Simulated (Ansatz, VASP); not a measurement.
# Sn in VASP and in Ansatz

```
Sn
1.0
     3.09015    0.00000    0.00000
     0.00000    3.09015    0.00000
     0.00000    0.00000    3.09015
Sn
1
Direct
  0.00000 0.00000 0.00000
```

Change from the starting cell: volume scaled by 1, PAW files.

Alike in both runs: task single point; functional PBE; k mesh 12 × 12 × 12; occupations fermi-dirac, width 0.08 eV; no spin polarisation.

|  | VASP | Ansatz |
| --- | --- | --- |
| version | VASP 6.6.1 | Ansatz 0.2.0 |
| potentials or method | VASP PAW PBE potentials, release 64 (Sn_d) | PAW with Ansatz's default frozen-core files, scalar-relativistic |
| plane-wave cutoff (eV) | 520 | 420 |
| valence electrons in the cell | 14 | 14 |

VASP gave:

```
pressure (GPa) : -0.1
```

Estimate Ansatz's values.

pressure (GPa): 0.0.
